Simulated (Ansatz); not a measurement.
# Si/ZnS/CoSi2: a contact from a semiconductor to a metal, part 3 of 5

Is Si/ZnS/CoSi2 a contact for electrons or for holes? The semiconductor is Si diamond(111), undoped, with its far face capped by hydrogen, and the metal is CoSi2 fluorite(111) turned by 180 degrees (type B), with ZnS zinc blende(111) between them (whole bilayers). After relaxation the nearest pair at the metal is Si–Zn at 2.46 Å, along the normal. The common net has a side of 3.854 Å, which strains the semiconductor by -0.4 %, the layer between by +0.0 % and the metal by +1.7 %, against typed lattice constants near PBE's. The first steps treat the bulk crystals alone.

Ansatz 0.2.0; PBE DFT, plane waves, PAW files (the session's first sound run).

So far. Step 4 (Relaxation): The largest force component on a free atom ends at 0.022 eV/Å. At one or more of this run's solves the program warned of density in the dipole ramp over its bound, where dipole, forces and levels can be off.

## (5) The contact's transmission, atomic planes in the barrier 4, gap between the electrodes 8.75 Å

This step: PBE DFT, plane waves, PAW files; ballistic transmission by layer matching between semi-infinite leads (Ansatz 0.2.0).

System of this step: Si/ZnS/CoSi2. The cell holds 52 atoms: 38 Si, 2 S, 2 Zn, 9 Co and 1 H. Cell: a = 3.854 Å, b = 3.854 Å, c = 93.157 Å, α = 90.0°, β = 90.0°, γ = 120.0°. Regions: left electrode, 20 atoms (20 Si); barrier, 4 atoms (2 S and 2 Zn); right electrode, 27 atoms (18 Si and 9 Co). Vacuum lies along c.

The semiconductor is one lead and the metal the other. The lead's open channels mark its band edges against the Fermi level.

input.yaml reads:

```yaml
crystal:
  lattice:
    - [3.854, 0.0, 0.0]
    - [-1.927, 3.3376619062, 0.0]
    - [0.0, 0.0, 93.1568356611]
  atoms:
    - { symbol: Si, position: [0.66666667, 0.33333333, 0.1663860724] }
    - { symbol: Si, position: [0.0, 0.0, 0.1749169947] }
    - { symbol: Si, position: [0.0, 0.0, 0.2003350687] }
    - { symbol: Si, position: [0.33333333, 0.66666667, 0.208865991] }
    - { symbol: Si, position: [0.33333333, 0.66666667, 0.234284065] }
    - { symbol: Si, position: [0.66666667, 0.33333333, 0.2428149873] }
    - { symbol: Si, position: [0.66666667, 0.33333333, 0.2682330614] }
    - { symbol: Si, position: [0.0, 0.0, 0.2767639837] }
    - { symbol: Si, position: [0.0, 0.0, 0.3021820577] }
    - { symbol: Si, position: [0.33333333, 0.66666667, 0.31071298] }
    - { symbol: Si, position: [0.33333333, 0.66666667, 0.336131054] }
    - { symbol: Si, position: [0.66666667, 0.33333333, 0.3446619763] }
    - { symbol: Si, position: [0.66666667, 0.33333333, 0.3700800503] }
    - { symbol: Si, position: [0.0, 0.0, 0.3786109727] }
    - { symbol: Si, position: [0.0, 0.0, 0.4040290467] }
    - { symbol: Si, position: [0.33333333, 0.66666667, 0.412559969] }
    - { symbol: Si, position: [0.33333333, 0.66666667, 0.437978043] }
    - { symbol: Si, position: [0.66666667, 0.33333333, 0.4465089653] }
    - { symbol: Si, position: [0.66666667, 0.33333333, 0.4718286881] }
    - { symbol: Si, position: [0.0, 0.0, 0.4792173381] }
    - { symbol: S, position: [0.0, 0.0, 0.5035019692] }
    - { symbol: Zn, position: [0.33333333, 0.66666667, 0.5125936592] }
    - { symbol: S, position: [0.33333333, 0.66666667, 0.5371579493] }
    - { symbol: Zn, position: [0.66666667, 0.33333333, 0.5467817424] }
    - { symbol: Si, position: [0.66666667, 0.33333333, 0.5731642195] }
    - { symbol: Co, position: [0.33333333, 0.66666667, 0.5797994145] }
    - { symbol: Si, position: [0.0, 0.0, 0.5870331486] }
    - { symbol: Si, position: [0.33333333, 0.66666667, 0.603983516] }
    - { symbol: Co, position: [0.0, 0.0, 0.6119259984] }
    - { symbol: Si, position: [0.66666667, 0.33333333, 0.6198684808] }
    - { symbol: Si, position: [0.0, 0.0, 0.6368188481] }
    - { symbol: Co, position: [0.66666667, 0.33333333, 0.6447613305] }
    - { symbol: Si, position: [0.33333333, 0.66666667, 0.6527038129] }
    - { symbol: Si, position: [0.66666667, 0.33333333, 0.6696541802] }
    - { symbol: Co, position: [0.33333333, 0.66666667, 0.6775966626] }
    - { symbol: Si, position: [0.0, 0.0, 0.685539145] }
    - { symbol: Si, position: [0.33333333, 0.66666667, 0.7024895124] }
    - { symbol: Co, position: [0.0, 0.0, 0.7104319947] }
    - { symbol: Si, position: [0.66666667, 0.33333333, 0.7183744771] }
    - { symbol: Si, position: [0.0, 0.0, 0.7353248445] }
    - { symbol: Co, position: [0.66666667, 0.33333333, 0.7432673269] }
    - { symbol: Si, position: [0.33333333, 0.66666667, 0.7512098092] }
    - { symbol: Si, position: [0.66666667, 0.33333333, 0.7681601766] }
    - { symbol: Co, position: [0.33333333, 0.66666667, 0.776102659] }
    - { symbol: Si, position: [0.0, 0.0, 0.7840451414] }
    - { symbol: Si, position: [0.33333333, 0.66666667, 0.8009955087] }
    - { symbol: Co, position: [0.0, 0.0, 0.8089379911] }
    - { symbol: Si, position: [0.66666667, 0.33333333, 0.8168804735] }
    - { symbol: Si, position: [0.0, 0.0, 0.8338308408] }
    - { symbol: Co, position: [0.66666667, 0.33333333, 0.8417733232] }
    - { symbol: Si, position: [0.33333333, 0.66666667, 0.8497158056] }
    - { symbol: H, position: [0.66666667, 0.33333333, 0.1502841944] }
kpoints:
  mp_grid: { grid: [8, 8, 1] }
scf:
  occupations: { method: fermi_dirac, width: 0.1 }
  max_iter: 150
hamiltonian:
  xc: pbe
efield:
  axis: 3
  dipole_correction: true
output:
  transmission:
    kmesh: [12, 12]
    e_range: [-2.5, 2.5]
    de: 0.05
    leads: [[8, 10], [37, 40]]
  dos: { projected: true, e_range: [-6, 5], de: 0.05 }
  write_potential: true
  write_density: true
  volumetric_format: npy
  elf: true
```

Run with:

```bash
ansatz run input.yaml --threads 8 --pin off --max-ram 24576MiB --backend cpu --events-out ev --progress --plain --runs-dir out
```

Numbers of over 12 decimals in the logs are rounded to 6 here.

Output:

```text
[...]
Crystal: 52 atoms, lattice volume = 1198.309 Å³
Basis set: ecut = 420 eV, 23543 PW (Γ)
Bands: 223, of which v1, the nominal top of the filled ones, is band 171 counted from 1 (170 counted from 0)
Symmetry: 6 space group operations
[...]
k-points: 10 of 64 (time reversal used)
[...]
SCF iter   1: F=—  HF=-78767.451502 eV  |F-HF|=—  |Δ(HF+E_count)|=         —  Δρ=5.97e-3  dr2=1.71e1  ethr=1.77e-3  p=-0.067 e·Å  D=-1.01e-2 V/Å  ΔV_dip=0.95 eV  dr2_dipole=6.57e0  V_vac-E_F(+/−)=4.59/3.65 eV  ⟨swp⟩=9.2  Hψ=12158  notcnv=0  defer=96
[...]
SCF iter  14: F=-78767.351492 eV  HF=-78767.351492 eV  |F-HF|=1.36e-8  |Δ(HF+E_count)|=   2.83e-7  Δρ=7.38e-7  dr2=3.51e-8  ethr=2.92e-11  p=-0.052 e·Å  D=-7.92e-3 V/Å  ΔV_dip=0.74 eV  dr2_dipole=1.84e-8  V_vac-E_F(+/−)=4.96/4.22 eV  ⟨swp⟩=18.2  Hψ=8430  notcnv=0
SCF 1 converged in 14 iterations: F = -78767.351492 eV  dr2 = 3.51e-8
[...]
transmission: 138 of 1311 steps passed
transmission: 267 of 1311 steps passed
[...]
transmission: 1311 of 1311 steps passed
WARN: The output density's exchange-correlation potential varies sharply where the density is thin. Do not read a vacuum level from v_tot or v_xc, or from such a field of the output density. On a cell that repeats whose density bears no net charge and no dipole along the vacuum's axis use v_es (v_loc + v_h of the components); under efield.dipole_correction with no amplitude use v_es + v_field, which holds any externa [...]
SCF converged after 14 iterations
Free energy (F): -78767.351492 eV
[...]
Internal energy: -78766.938006 eV  (E = F + TS)
E sigma→0 (E₀):  -78767.144749 eV
Entropy (-TS):   -0.413486 eV (-7.952 meV/atom)
Fermi energy:    5.097548 eV
Dipole field:    D = -0.007848 V/Å  (p = -0.051973 e·Å, saw-weighted, corrected)
Work function:   Φ+ = 4.9545 eV   Φ− = 4.2234 eV
[...]
--- Band table (eV; the first three rows and the last of 10) ---
  k-point 0: bands = [... 167 lower, 6.0971, 6.2163, 6.2968, 6.3417, 6.3417, 6.4069, 6.5388, 6.5445, ... 48 higher]
  k-point 1: bands = [... 167 lower, 5.8392, 5.9783, 6.0443, 6.2543, 6.4096, 6.5243, 6.5628, 6.6060, ... 48 higher]
  k-point 2: bands = [... 167 lower, 5.0352, 5.0599, 5.3470, 5.4025, 5.6670, 5.6753, 5.8227, 5.9591, ... 48 higher]
  k-point 9: bands = [... 167 lower, 4.3747, 4.4933, 4.5750, 4.6236, 4.6394, 4.6649, 4.7153, 5.1537, ... 48 higher]
--- Transmission ---
  basis      : 121 plane waves across, 69 finite elements along
  points     : 19, standing for a mesh of 12 x 12
  energies   : 101 from -2.500000 to 2.500000 eV about the Fermi level, 0.050000 eV apart; the leads are filled to 0.000000 eV, and channels, transmission and decay are at 0.000000 eV
  crystal 0  : Si2, at the sites [8, 10], period 3.1626 Å, over 30.04 Å; its Hamiltonian steps by up to 37.0 meV: too much for a lead, lay more layers or, if its atoms are ordered, name the step of that order
    offset         : up to 0.0000 Å between an atom of the period and one for which it stands
    channels       : 0.000000e0 a spin
    conductance    : none, the energies end too early or step too widely for 300 K: set another output.transmission.e_range or a lower de, or, where they end at an eighth of basis.ecutwfc, a higher one
    slowest decay  : 0.0935 /Å at (0.4167, 0.0000)
  crystal 1  : Si2Co1, at the sites [37, 40], period 3.0588 Å, over 25.49 Å; its Hamiltonian steps by up to 8.1 meV
[...]
channels       : 1.270833e0 a spin
[...]
slowest decay  : 0.0896 /Å at (0.4167, 0.0833)
  junction   : crystal 0 to crystal 1, 29.73 to 64.65 Å
    transmission   : 0.000000e0 a spin
[...]
```

The job ended after 3.2 min (8 threads of Arm Neoverse V2, shared host; peak memory 9.7 GiB).

This step gave:

```yaml
free_energy: -78767.3515 eV
fermi_energy: 5.098 eV
level_to_which_the_leads_are_filled: 0 eV from the Fermi level
transmission_at_the_fermi_level_a_spin_zone_mean: 0
channels_of_the_lower_lead: 0
channels_of_the_upper_lead: 1.271
potential_step_in_the_lower_lead: 37 meV
potential_step_in_the_upper_lead: 8.1 meV
work_function_upper_face: 4.954 eV
work_function_lower_face: 4.223 eV
dipole_along_the_normal: -0.05197 e·Å
dipole_field: -0.007848 V/Å
```

One spin. Table of transmission, zone mean by energy, zero at the Fermi level:

| energy (eV) | transmission, zone mean |
| --- | --- |
| -2.400 | 0.181 |
| -2.300 | 0.197 |
| -2.200 | 0.131 |
| -2.000 | 0.0254 |
| -1.800 | 0.0250 |
| -1.600 | 0.0103 |
| -1.400 | 0.00907 |
| -1.200 | 0.00363 |
| -1.000 | 0.00152 |
| -0.800 | 0.00100 |
| -0.600 | 5.4e-4 |
| -0.400 | 0 |
| -0.200 | 0 |
| 0.000 | 0 |
| 0.200 | 0 |
| 0.400 | 4.3e-4 |
| 0.600 | 6.4e-4 |
| 0.800 | 0.00310 |
| 1.000 | 0.00247 |
| 1.200 | 0.0213 |
| 1.400 | 0.0364 |
| 1.600 | 0.0579 |
| 1.800 | 0.183 |
| 2.000 | 0.223 |
| 2.200 | 0.289 |
| 2.400 | 0.359 |
| 2.450 | 0.432 |

One spin. Table of open channels, zone mean by energy, zero at the Fermi level:

| energy (eV) | lower lead | upper lead |
| --- | --- | --- |
| -2.50 | 1.72 | 1.31 |
| -2.35 | 1.55 | 1.23 |
| -2.25 | 1.55 | 1.23 |
| -2.10 | 1.42 | 1.42 |
| -1.95 | 1.30 | 1.41 |
| -1.80 | 1.34 | 1.92 |
| -1.70 | 1.22 | 1.67 |
| -1.55 | 0.938 | 2.10 |
| -1.40 | 0.729 | 1.32 |
| -1.30 | 0.604 | 1.40 |
| -1.15 | 0.562 | 1.72 |
| -1.00 | 0.312 | 1.63 |
| -0.90 | 0.312 | 1.63 |
| -0.75 | 0.146 | 1.88 |
| -0.60 | 0.146 | 1.94 |
| -0.45 | 0.0139 | 1.79 |
| -0.35 | 0 | 1.79 |
| -0.20 | 0 | 1.60 |
| -0.05 | 0 | 1.35 |
| 0.00 | 0 | 1.27 |
| 0.05 | 0 | 1.27 |
| 0.20 | 0.0417 | 1.15 |
| 0.35 | 0.208 | 0.979 |
| 0.45 | 0.292 | 0.979 |
| 0.60 | 0.333 | 0.903 |
| 0.75 | 0.5 | 0.736 |
| 0.90 | 0.75 | 0.639 |
| 1.00 | 0.833 | 0.597 |
| 1.15 | 1.03 | 0.556 |
| 1.30 | 1.36 | 0.556 |
| 1.40 | 1.40 | 0.528 |
| 1.55 | 1.69 | 0.799 |
| 1.70 | 1.99 | 0.840 |
| 1.80 | 2.11 | 0.924 |
| 1.95 | 2.24 | 1.26 |
| 2.10 | 2.24 | 1.42 |
| 2.25 | 2.03 | 1.63 |
| 2.35 | 1.78 | 1.96 |
| 2.50 | 1.83 | 1.83 |

Projected DOS an atom over height of the atomic layer and energy from the Fermi level. Layers: H Si Si Si Si Si Si Si Si Si Si Si Si Si Si Si Si Si Si Si Si S Zn S Zn Si Co Si Si Co Si Si Co Si Si Co Si Si Co Si Si Co Si Si Co Si Si Co Si Si Co Si; projections on atoms miss part of the total, and the computed bands can run out at the top of the range; a column is the mean of 4 neighbouring layers, the last of those left over.

Ten even steps from '0' (0.00 states/eV) to '9' (2.29 states/eV), each cell a mean:
```
0000000000000
1111101111111
1111101222222
2332211111111
2222211111111
2222211222221
1222210111111
0111210000001
0000111000001
0000001111111
0000002121123
0000003243343
0110004363365
1222104595594
2222213342243
2232322232232
2233321232232
2222232344443
2222232222221
1111121111111
0000131111111
0000011111110
```
Columns: height of the atomic layer (Å) from 16.1 to 77.8 (not evenly spaced); rows upwards: energy from the Fermi level (eV) from -6 to 5.

Electrostatic potential energy in the ca plane at fractional y = 0.333, with atoms of Si and Zn and Co and H within 0.2 Å of it. With pseudopotentials it is smooth inside the atoms' cores, unlike the true potential.

Values in eV, 6 rows by 16 columns, each cell a mean:
```
 10  10  10  10  10  10   9   7  -4  -4   7   7   7   7   7  -2
 10  10  10  10  10  10   8 -12 -23 -23   6   8   8   8   7 -19
 10  10  10  10  10  10   9  -4 -19 -20   6   8   8   8   7 -16
 10  10  10  10  10  10   9   8   2   1   7   7   5   7   7   2
 10  10  10  10  10  10  10   9   7   3   5   5   1   4   6   3
 10  10  10  10  10  10  10   9   7   4   6   5   2   5   6   3
```
Columns run along c (16.0 Å, from fractional 0.07 to 0.24 of the cell; values clipped at the 3rd and 97th percentile), rows up along a (3.9 Å). Atoms in or near the plane, at fractional coordinates: Si at (0.17, 0.67), Si at (0.24, 0.67), H at (0.15, 0.67).

Valence density in the ca plane at fractional y = 0.333, with atoms of Si and Zn and Co and H within 0.2 Å of it. It is the smooth field of the valence electrons, not physical close to the nuclei.

Ten steps, logarithmic in the rise over the least value, from '0' (0 e/Å³) to '9' (21 e/Å³), each cell a mean:
```
11100000112211111222100000100000001121100112
00000000122112122222100000000000001345311122
00000000111012221011100000000000002599522210
00000000111012221011100000000000002699522210
00000000122122222122100000000000001355311221
01100000122211111222100000000000001122111112
11110000111110001111100011111000011111000011
22211001111100000111100112221100111110000001
22211001111100000111100112221100111110000001
12110000111110001111100011111000011110000011
```
Columns run along c (16.0 Å, from fractional 0.41 to 0.58 of the cell), rows up along a (3.9 Å). Atoms in or near the plane, at fractional coordinates: Si at (0.45, 0.67), Si at (0.47, 0.67), Zn at (0.55, 0.67), Si at (0.57, 0.67).

ELF in the ca plane at fractional y = 0.333, with atoms of Si and Zn and Co and H within 0.2 Å of it. It is the smooth field of the valence electrons, not physical close to the nuclei.

Values, 6 rows by 16 columns, each cell a mean:
```
0.41 0.19 0.24 0.77 0.61 0.61 0.70 0.61 0.11 0.27 0.12 0.11 0.26 0.16 0.40 0.63
0.06 0.03 0.18 0.45 0.51 0.86 0.35 0.48 0.05 0.03 0.02 0.04 0.14 0.02 0.47 0.56
0.11 0.05 0.19 0.56 0.52 0.83 0.41 0.52 0.05 0.06 0.04 0.05 0.15 0.06 0.47 0.57
0.59 0.31 0.28 0.78 0.60 0.45 0.74 0.60 0.16 0.39 0.16 0.17 0.39 0.21 0.32 0.58
0.91 0.59 0.38 0.59 0.33 0.11 0.55 0.48 0.36 0.65 0.23 0.32 0.68 0.36 0.08 0.27
0.87 0.54 0.35 0.66 0.41 0.17 0.62 0.52 0.32 0.61 0.22 0.29 0.65 0.32 0.12 0.34
```
Columns run along c (16.0 Å, from fractional 0.41 to 0.58 of the cell), rows up along a (3.9 Å). Atoms in or near the plane, at fractional coordinates: Si at (0.45, 0.67), Si at (0.47, 0.67), Zn at (0.55, 0.67), Si at (0.57, 0.67).

The semiconductor's channels close between -0.45 and +0.15 eV. In the worse lead the potential repeats within 37 meV, which the program flags as too much for a lead, so the lead is short or a field runs through it.

[end of part 3 of 5]

[Logs are printed without paths, hosts, clocks, repeated set-up lines and the standing remarks that a program may print on its own settings, such as how far it seeks lower states.]

[Hosts, paths, dates, database ids (printed as entryN), source tags and the programs' standing remarks are cut or masked in the printed files.]
